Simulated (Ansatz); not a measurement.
LaAlO3 (cubic perovskite)

```cif
data_AlLaO3
_chemical_formula_sum 'La1 Al1 O3'
_space_group_name_H-M_alt 'Pm-3m'
_space_group_IT_number 221
_space_group_name_Hall '-P 4 2 3'
_cell_length_a 3.77165
_cell_length_b 3.77165
_cell_length_c 3.77165
_cell_angle_alpha 90.000
_cell_angle_beta 90.000
_cell_angle_gamma 90.000
loop_
_atom_site_label
_atom_site_type_symbol
_atom_site_symmetry_multiplicity
_atom_site_Wyckoff_symbol
_atom_site_fract_x
_atom_site_fract_y
_atom_site_fract_z
_atom_site_occupancy
La1 La 1 b 0.50000 0.50000 0.50000 1
Al1 Al 1 a 0.00000 0.00000 0.00000 1
O1 O 3 d 0.00000 0.00000 0.50000 1
```

Grid over V/V₀ and (c/a)/(c/a)₀, subscript 0 meaning the relaxed cell; the conventional c axis lies along z; no internal relaxation.

Method: PBEsol (plane waves to 420 eV, PAW, scalar-relativistic; Ansatz, a program for electronic structure). k mesh 9×9×9 (Γ-centred), Fermi-Dirac smearing 0.05 eV. Energies are smeared free energies. LaAlO3 is run without spin polarisation. LaAlO3 was relaxed with its symmetry unable to fall. This is a high-temperature form of LaAlO3. The zero of ΔE is the relaxed starting cell.

Q: Give the computed ΔE (eV/atom) at all points of the grid V/V₀ = 0.920, 0.947, 0.973, 1.000, 1.027, 1.053, 1.080 by (c/a)/(c/a)₀ = 0.920, 0.947, 0.973, 1.000, 1.027, 1.053, 1.080.

A: ΔE (eV/atom), with V/V₀ across and (c/a)/(c/a)₀ down:

```tsv
(c/a)/(c/a)₀ \ V/V₀	0.920	0.947	0.973	1.000	1.027	1.053	1.080
0.920	0.0984	0.0653	0.0455	0.0373	0.0392	0.0499	0.0683
0.947	0.0714	0.0402	0.0223	0.0158	0.0193	0.0315	0.0512
0.973	0.0562	0.0262	0.0093	0.0038	0.0082	0.0212	0.0418
1.000	0.0514	0.0217	0.0051	0.0000	0.0047	0.0180	0.0388
1.027	0.0559	0.0258	0.0090	0.0035	0.0079	0.0210	0.0415
1.053	0.0688	0.0377	0.0198	0.0135	0.0171	0.0294	0.0492
1.080	0.0894	0.0566	0.0373	0.0295	0.0317	0.0428	0.0615
```

(A scan under strain: stresses follow from slopes of the energy per volume, elastic moduli from its curvatures.)
